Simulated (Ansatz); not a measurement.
Cu:

```xyz
4
Lattice="2.5308 0.0000 0.0000 -1.2654 2.1917 0.0000 0.0000 0.0000 8.2618" Properties=species:S:1:pos:R:3 pbc="T T T"
Cu    1.2654    0.7306    6.1964
Cu    0.0000    0.0000    4.1309
Cu    0.0000    1.4611    2.0655
Cu    0.0000    0.0000    0.0000
```

This isn't the form of Cu at room conditions, which is fcc.

A run of Ansatz 0.2.0 on this cell left the log below. Logs are shortened: lines on timing, memory, paths and dates and some standing lists are left out, and cuts for length are marked.

```text
Warning: RAYON_NUM_THREADS=2 ignored (pool sized by the plan → 2); use --threads N
LAPW: plane waves up to 8.562 Å⁻¹, error target 2.0e-3 eV per atom; small_component_spin mean_spin; Cu in spheres of 1.265 Å, 19 of its electrons in bands, Dirac shells [] (how accurate: hamiltonian.pseudopotentials.lapw.basis_error, Limitations)
Engine: ansatz 0.2.0, aarch64-unknown-linux-gnu
Pseudopotentials: kind: all_electron
Pseudopotential: Cu, LAPW, valence charge 19, lapw/all_electron/scalar/gaussian/Cu, Koelling and Harmon's equation, gaussian nucleus
Functional definition: PBEsol
  exchange = pbesol_x
  correlation = pbesol_c
Crystal: 4 atoms, lattice volume = 45.826 Å³
Basis set: ecut = 279.3007283411968 eV, 497 PW (Γ), exchange–correlation at level 2
Bands: 46, of which v1, the nominal top of the filled ones, is band 38 counted from 1 (37 counted from 0)
Symmetry: 24 space group operations
Space group: P63/mmc (ITA 194), of the structure as read, at distance tolerance 3.6e-5 Å
k-points: 57 of 576
Non-local potential: Cu, projectors of the file, none
Initial density: superposition of atomic densities (chi_scale 0.1, normalization cell)
Initial wavefunctions: plane waves of lowest kinetic energy (no species holds an atomic orbital)
Functional: x = pbesol(κ = 0.804, μ = 0.12345679012345678), c = pbesol(β = 0.046)
iter 1 solved again at ethr=6.60e-4 eV; its pass at ethr=1.00e-1 eV (dr2=5.02e-1 eV) is discarded
SCF iter   1: F=—  HF=-179995.554389 eV  |F-HF|=—  |Δ(HF+E_count)|=         —  Δρ=4.85e-2  dr2=5.04e-1  ethr=6.60e-4  ⟨swp⟩=2.4  Hψ=18351  notcnv=0
[... 19 lines left out ...]
Entropy (-TS):   -0.013201 eV (-3.300 meV/atom)
Fermi energy:    16.996274 eV
--- Per-component energies (eV) ---
  E_band       = -1413.153890
  E_kinetic    = 183063.773436
  E_xc         = -7214.042663
  E_electrostatic = -355841.283844  (all electrons and nuclei)
  E_smearing   = -0.013201  (= −TS)
  E_closure    = 0.000000  (closes the sum)
  E_atoms      = -179974.239404  (free atoms, spherical and without spin; not in F)
  Σ components = -179991.566273   (vs F -179991.566273, Δ=0.00e0)
  Basis errors (estimates in eV, not in F): energy 4.0e-4 per atom: plane waves 3.9e-4 (2.0e-4 summed), levels above the bands 2.9e-85, relativity 1.9e-8, radial functions 1.2e-5, core shells 1.9e-11; eigenvalues (radial functions only) 8.6e-7; not estimated: angular momenta, meshes, grids; target (lapw.basis_error) 2.0e-3; muffin-tin radii Cu 1.265 Å
--- Forces (eV/Å), atoms counted from 1 ---
  atom   1  Cu     0.00000000     0.00000000     0.00000000
  atom   2  Cu     0.00000000    -0.00000000     0.00000000
  atom   3  Cu    -0.00000000     0.00000000     0.00000000
  atom   4  Cu     0.00000000    -0.00000000     0.00000000
  max |Σ_I F_I| component: 2.31e-18 eV/Å
--- Stress (GPa, compression-positive) ---
       -1.726913       0.000000       0.000000
        0.000000      -1.726913       0.000000
        0.000000       0.000000      -2.191794
  P = ⅓ Tr σ = -1.8819 GPa (-18.819 kbar)
--- Band table (eV; the first three rows and the last of 57) ---
  k-point 0: bands = ["-95.2456", "-95.2425", "-95.2238", "-95.2207", "-52.8247", "-52.7707", "-52.7555", "-52.7213", "-52.7213", "-52.7177", "-52.7177", "-52.7011", "-52.6973", "-52.6973", "-52.6937", "-52.6937", "7.4042", "9.5660", "9.5811", "11.7982", "13.7094", "13.7112", "13.9638", "13.9638", "13.9651", "13.9651", "13.9825", "14.1672", "14.1672", "14.1874", "14.1874", "14.6987", "14.6987", "14.9608", "14.9608", "15.1266", "15.1266", "15.4304", "15.4304", "15.9096", "20.9763", "29.7413", "29.7426", "38.4834", "39.1885", "39.3063"]
  k-point 1: bands = ["-95.2452", "-95.2430", "-95.2233", "-95.2211", "-52.8201", "-52.7877", "-52.7384", "-52.7208", "-52.7208", "-52.7183", "-52.7183", "-52.7058", "-52.6967", "-52.6967", "-52.6942", "-52.6942", "7.5499", "8.6733", "10.5496", "11.7052", "13.7667", "13.8280", "13.9514", "13.9836", "13.9836", "13.9880", "13.9880", "14.1345", "14.1345", "14.1537", "14.1537", "14.7395", "14.7395", "14.9133", "14.9133", "15.1914", "15.1914", "15.3021", "15.3960", "15.3960", "21.9558", "26.7811", "32.9077", "38.5677", "38.8665", "39.4197"]
  k-point 2: bands = ["-95.2441", "-95.2441", "-95.2222", "-95.2222", "-52.8070", "-52.8070", "-52.7196", "-52.7196", "-52.7196", "-52.7196", "-52.7190", "-52.7190", "-52.6954", "-52.6954", "-52.6954", "-52.6954", "7.9806", "7.9806", "11.3288", "11.3288", "13.8685", "13.8685", "14.0206", "14.0206", "14.0206", "14.0206", "14.0983", "14.0983", "14.0983", "14.0983", "14.3495", "14.3495", "14.8266", "14.8266", "14.8266", "14.8266", "15.3045", "15.3045", "15.3045", "15.3045", "24.1158", "24.1158", "36.1879", "36.1879", "38.8082", "38.8082"]
  k-point 56: bands = ["-95.2302", "-95.2302", "-95.2116", "-95.2116", "-52.7983", "-52.7983", "-52.7849", "-52.7849", "-52.7832", "-52.7832", "-52.7598", "-52.7598", "-52.7358", "-52.7358", "-52.7303", "-52.7303", "12.8692", "12.8692", "12.9620", "12.9620", "13.0231", "13.0231", "13.1509", "13.1509", "13.7347", "13.7347", "13.7697", "13.7697", "14.5529", "14.5529", "14.8706", "14.8706", "15.3239", "15.3239", "15.4217", "15.4217", "20.4645", "20.4645", "20.7748", "20.7748", "21.2465", "21.2465", "24.3718", "24.3718", "25.5977", "25.5977"]
```

Q: What input gives this log?

A: Band structure with PBEsol, no spin polarisation. The files as run (others can give the same):

input.yaml
```yaml
crystal:
  lattice:
    - [2.5307640267, 0.0, 0.0]
    - [-1.2653820134, 2.1917059381, 0.0]
    - [0.0, 0.0, 8.26181508]
  atoms:
    - { symbol: Cu, position: [0.6666666667, 0.3333333333, 0.75] }
    - { symbol: Cu, position: [0.0, 0.0, 0.5] }
    - { symbol: Cu, position: [0.3333333333, 0.6666666667, 0.25] }
    - { symbol: Cu, position: [0.0, 0.0, 0.0] }
kpoints:
  mp_grid: { grid: [12, 12, 4] }
  band_path:
    path:
      - [0.0, 0.0, 0.0]
      - [0.5, 0.0, 0.0]
      - [0.3333333333, 0.3333333333, 0.0]
      - [0.0, 0.0, 0.0]
      - [0.0, 0.0, 0.5]
      - [0.5, 0.0, 0.5]
      - [0.3333333333, 0.3333333333, 0.5]
      - [0.0, 0.0, 0.5]
    npoints: 12
scf:
  occupations: { method: fermi_dirac, width: 0.05 }
hamiltonian:
  xc: pbesol
  pseudopotentials: { kind: all_electron, lapw: { basis_error: 0.002 } }
output:
  forces: true
  stress: true
  eigenvalues: true
```

Potentials or basis: all-electron LAPW, scalar-relativistic.
Launch:
```bash
$ ansatz run input.yaml --threads 2 --pin off --max-ram 8192MiB --backend cpu --events-out ev --progress --plain --runs-dir out
```
